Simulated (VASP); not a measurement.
# Ag in VASP: a series of runs, part 3 of 3

VASP 6.6.1. The steps go on from the part before.

## 4. Relaxation of the atoms, PBE+D3

INCAR

```
SYSTEM = Ag
ALGO = Fast
DIPOL = 0.5 0.5 0.500
EDIFF = 1E-6
EDIFFG = -0.01
ENCUT = 520
GGA = PE
IBRION = 2
IDIPOL = 3
ISIF = 2
ISMEAR = -1
IVDW = 11
LASPH = .True.
LCHARG = .False.
LDIPOL = .True.
LREAL = .False.
LWAVE = .False.
NELM = 100
NSW = 40
PREC = Accurate
SIGMA = 0.05
```

KPOINTS

```
k-points
0
Gamma
  7 7 1
  0 0 0
```

POSCAR

```
Ag
1.0
    2.9460943265      0.0000000000      0.0000000000
   -1.4730471633      2.5513925288      0.0000000000
    0.0000000000      0.0000000000     29.4093000000
Ag
7
Selective dynamics
Direct
    0.0000000000      0.0000000000      0.2550213708  F F F
    0.6666666667      0.3333333333      0.3366377160  F F F
    0.3333333334      0.6666666667      0.4182540611  F F F
    0.6666666667      0.3333333333      0.5000000000  T T T
    0.3333333334      0.6666666667      0.5816163452  T T T
    0.0000000000      0.0000000000      0.6632326903  T T T
    0.3333333334      0.6666666667      0.7449786292  T T T
```

Potentials or basis: VASP PAW PBE potentials, release 64 (Ag).

Command:

```sh
$ cat potpaw_PBE.64/Ag/POTCAR > POTCAR
$ mpirun -np 1 vasp_std > vasp.out
```

OUTCAR:

```text
SYSTEM = Ag
   EDIFF = 1E-6
   EDIFFG = -0.01
   ENCUT = 520
   GGA = PE
   IBRION = 2
   ISIF = 2
   ISMEAR = -1
   IVDW = 11
   LASPH = .True.
   LREAL = .False.
   NELM = 100
   NSW = 40
   PREC = Accurate
 IVDW          = 11

 ion  position               nearest neighbor table
   1  0.000  0.000  0.255-   2 2.94   2 2.94   2 2.94
   2  0.667  0.333  0.337-   3 2.94   3 2.94   3 2.94   1 2.94   1 2.94   1 2.94
   3  0.333  0.667  0.418-   2 2.94   2 2.94   2 2.94   4 2.94   4 2.94   4 2.94
   4  0.667  0.333  0.500-   5 2.94   5 2.94   5 2.94   3 2.94   3 2.94   3 2.94
   5  0.333  0.667  0.582-   6 2.94   6 2.94   6 2.94   4 2.94   4 2.94   4 2.94
   6  0.000  0.000  0.663-   5 2.94   5 2.94   5 2.94   7 2.94   7 2.94   7 2.94
   7  0.333  0.667  0.745-   6 2.94   6 2.94   6 2.94

  LATTYP: Found a hexagonal cell.
 ALAT       =     2.9460943265
 C/A-ratio  =     9.9824706003

  Lattice vectors:

 A1 = (   2.9460943265,   0.0000000000,   0.0000000000)
 A2 = (  -1.4730471633,   2.5513925288,   0.0000000000)
 A3 = (   0.0000000000,   0.0000000000,  29.4093000000)

Analysis of symmetry for initial positions (statically):
=====================================================================
 Subroutine PRICEL returns:
 Original cell was already a primitive cell.

 Routine SETGRP: Setting up the symmetry group for a
 hexagonal supercell.
[... 401 lines left out ...]

  energy  without entropy=      -21.2892071824  energy(sigma->0) =      -21.29569539

 dipolmoment           0.000000      0.000000      0.000435 electrons x Angstroem

--------------------------------------- Ionic step       16  -------------------------------------------

 number of electron      77.0000019 magnetization

 dipolmoment           0.000000      0.000000     -0.002148 electrons x Angstroem

 Free energy of the ion-electron system (eV)
  ---------------------------------------------------
  ext. energy  EPLUGINS =         0.00000000
  ---------------------------------------------------
  free energy    TOTEN  =       -18.47824357 eV

  energy without entropy =      -18.46525417  energy(sigma->0) =      -18.47174887

 E-fermi :   2.7049     XC(G=0):  -7.2586

 val. band max:        2.2907454405   @ k =   0.0000   0.0000   0.0000
 cond. band min:       2.7691761831   @ k =   0.1429   0.1429   0.0000
 fundamental gap:      0.4784307426
 Fermi energy:         2.7048854714

 k-point     1 :       0.0000    0.0000    0.0000
  band No.  band energies     occupation
      1      -4.9271      2.00000
      2      -4.4345      2.00000
      3      -3.8931      2.00000
      4      -3.7075      2.00000
      5      -3.5696      2.00000
      6      -3.3435      2.00000
[... 381 lines left out ...]
     45       7.7908      0.00000
     46       8.0853      0.00000

------------------------ aborting loop because EDIFF is reached ----------------------------------------

 vacuum level on the upper side and lower side of the slab       (xc-potential included)        -0.034         0.015

 Edisp (eV)   -2.82437

 E8    (eV) :    -1.6144

  FORCE on cell =-STRESS in cart. coord.  units (eV):
  Direction    XX          YY          ZZ          XY          YZ          ZX
  --------------------------------------------------------------------------------------
  -------------------------------------------------------------------------------------
  Total      -4.24559    -4.24559    -1.27459     0.00000     0.00000     0.00000
  in kB     -30.77086   -30.77086    -9.23786     0.00000     0.00000     0.00000
  external pressure =      -23.59 kB  Pullay stress =        0.00 kB
[... 22 lines left out ...]
  FREE ENERGIE OF THE ION-ELECTRON SYSTEM (eV)
  ---------------------------------------------------
  free  energy   TOTEN  =       -21.3026148957 eV

  energy  without entropy=      -21.2896254965  energy(sigma->0) =      -21.29612020

 reached required accuracy - stopping structural energy minimisation

 vacuum level on the upper side and lower side of the slab         6.903         6.954
```

OSZICAR:

```text
N       E                     dE             d eps       ncg     rms          rms(c)
DAV:   1     0.502319421603E+03    0.50232E+03   -0.37703E+04   736   0.152E+03
DAV:   2    -0.513748379243E+01   -0.50746E+03   -0.48421E+03   786   0.334E+02
DAV:   3    -0.198103831429E+02   -0.14673E+02   -0.14414E+02   816   0.578E+01
[... 171 lines left out ...]
RMM:   3    -0.184786506477E+02   -0.57829E-03   -0.29475E-03   744   0.385E-01    0.645E-02
RMM:   4    -0.184783571903E+02    0.29346E-03   -0.63488E-04   747   0.156E-01    0.456E-02
RMM:   5    -0.184782535077E+02    0.10368E-03   -0.16661E-04   739   0.798E-02    0.196E-02
RMM:   6    -0.184782431299E+02    0.10378E-04   -0.66358E-05   737   0.493E-02    0.360E-03
RMM:   7    -0.184782435687E+02   -0.43882E-06   -0.72900E-06   666   0.169E-02
  16 F= -.21302615E+02 E0= -.21296120E+02  d E =-.825848E-02
```

CONTCAR:

```text
Ag
   1.00000000000000
     2.9460943264999999    0.0000000000000000    0.0000000000000000
    -1.4730471633000000    2.5513925288000001    0.0000000000000000
     0.0000000000000000    0.0000000000000000   29.4093000000000018
  Ag
     7
Selective dynamics
Direct
     0.0000000000000000    0.0000000000000000    0.2550213708000015   F   F   F
     0.6666666667000030    0.3333333332999970    0.3366377159999985   F   F   F
     0.3333333333999988    0.6666666667000030    0.4182540611000007   F   F   F
     0.6666666667000030    0.3333333332999970    0.4973479430654672   T   T   T
     0.3333333333999988    0.6666666667000030    0.5764676693248997   T   T   T
     0.0000000000000000    0.0000000000000000    0.6554596262918351   T   T   T
     0.3333333333999988    0.6666666667000030    0.7342826904962968   T   T   T

  0.00000000E+00  0.00000000E+00  0.00000000E+00
  0.00000000E+00  0.00000000E+00  0.00000000E+00
  0.00000000E+00  0.00000000E+00  0.00000000E+00
  0.00000000E+00  0.00000000E+00  0.00000000E+00
  0.00000000E+00  0.00000000E+00  0.00000000E+00
  0.00000000E+00  0.00000000E+00  0.00000000E+00
  0.00000000E+00  0.00000000E+00  0.00000000E+00
```

It took 9.7 min on 1 thread of Intel Xeon Platinum 8559C (Emerald Rapids), shared host; peak memory 0.39 GiB.

Results:

```yaml
Free_energy: -21.3026 eV
Energy_gained_by_relaxing: 5.8 meV/atom
Ionic_steps: 16
Band_gap_on_the_k_mesh: none (metal or under the smearing width)
Dispersion_energy_per_atom: -0.403 eV
```

Step by step:
```csv
step,energy change (eV),largest force (eV/Å),pressure (GPa)
1,0.0000,0.2402,-3.26
2,-0.0026,0.2394,-3.23
3,-0.0085,0.2390,-3.14
4,-0.0108,0.2995,-2.93
5,-0.0116,0.2408,-3.01
6,-0.0148,0.2389,-2.98
7,-0.0194,0.2399,-2.91
8,-0.0213,0.2839,-2.74
9,-0.0218,0.2447,-2.80
10,-0.0255,0.2391,-2.75
11,-0.0302,0.2398,-2.66
12,-0.0305,0.3237,-2.43
13,-0.0320,0.2427,-2.56
14,-0.0365,0.2402,-2.50
15,-0.0398,0.2398,-2.41
16,-0.0403,0.2396,-2.36
```

Final structure:
```yaml
crystal:
  lattice:
    - [2.94609, 0.00000, 0.00000]
    - [-1.47305, 2.55139, 0.00000]
    - [0.00000, 0.00000, 29.40930]
  atoms:
    - { symbol: Ag, position: [0.00000, 0.00000, 0.25502] }
    - { symbol: Ag, position: [0.66667, 0.33333, 0.33664] }
    - { symbol: Ag, position: [0.33333, 0.66667, 0.41825] }
    - { symbol: Ag, position: [0.66667, 0.33333, 0.49735] }
    - { symbol: Ag, position: [0.33333, 0.66667, 0.57647] }
    - { symbol: Ag, position: [0.00000, 0.00000, 0.65546] }
    - { symbol: Ag, position: [0.33333, 0.66667, 0.73428] }
```

## 5. Relaxation of the atoms, PBE+D3(BJ)

INCAR: that of step 4 with these lines changed.

```diff
@@ -11,3 +11,3 @@
 ISMEAR = -1
-IVDW = 11
+IVDW = 12
 LASPH = .True.
```

KPOINTS is that of step 4.

POSCAR is that of step 4.

Command:

```sh
$ cat potpaw_PBE.64/Ag/POTCAR > POTCAR
$ mpirun -np 1 vasp_std > vasp.out
```

Wall time 11 min (1 thread of Intel Xeon Platinum 8559C (Emerald Rapids), shared host); peak memory 0.39 GiB.

The run converged. Its results:

```yaml
Free_energy: -21.9061 eV
Energy_gained_by_relaxing: 6.6 meV/atom
Ionic_steps: 18
Band_gap_on_the_k_mesh: none (metal or under the smearing width)
Dispersion_energy_per_atom: -0.490 eV
```

The path:
```csv
step,energy change (eV),largest force (eV/Å),pressure (GPa)
1,0.0000,0.2763,-3.57
2,-0.0034,0.2754,-3.54
3,-0.0106,0.2754,-3.42
4,-0.0095,0.4097,-3.14
5,-0.0129,0.2768,-3.31
6,-0.0170,0.2749,-3.27
7,-0.0221,0.2760,-3.19
8,-0.0239,0.3187,-3.00
9,-0.0246,0.2810,-3.08
10,-0.0287,0.2756,-3.02
11,-0.0348,0.2774,-2.89
12,-0.0311,0.4334,-2.57
13,-0.0361,0.2795,-2.80
14,-0.0412,0.2766,-2.73
15,-0.0453,0.2760,-2.62
16,-0.0459,0.2754,-2.56
17,-0.0459,0.2797,-2.57
18,-0.0459,0.2790,-2.58
```

Final structure:
```
CELL_PARAMETERS angstrom
2.94609 0.00000 0.00000
-1.47305 2.55139 0.00000
0.00000 0.00000 29.40930
ATOMIC_POSITIONS crystal
Ag 0.00000 0.00000 0.25502
Ag 0.66667 0.33333 0.33664
Ag 0.33333 0.66667 0.41825
Ag 0.66667 0.33333 0.49735
Ag 0.33333 0.66667 0.57634
Ag 0.00000 0.00000 0.65527
Ag 0.33333 0.66667 0.73394
```

Levels at points of the mesh, in eV from the Fermi level:
```
           k point  band 36  band 37  band 38  band 39  band 40  band 41  band 42  band 43
(0.00, 0.00, 0.00)    -3.35    -3.24    -3.24    -3.19    -3.19    -2.00    -0.41     0.10
```

## 6. The runs side by side

```tsv
level	gap on the mesh (eV)
PBE	none
PBE+D2	none
PBE+D3	none
PBE+D3(BJ)	none
```

Alike in all rows: task relaxation of the atoms; potentials or basis VASP PAW PBE potentials, release 64 (Ag); no spin polarisation; cell atoms relaxed; k mesh 7 × 7 × 1; cutoff (eV) 520; smearing fermi-dirac 0.05 eV.

Caveats: atom-pairwise D2, TS and ULG terms overbind metals (some runs).

Total energies depend on the potentials used, so only differences within one code and one set of settings carry meaning.
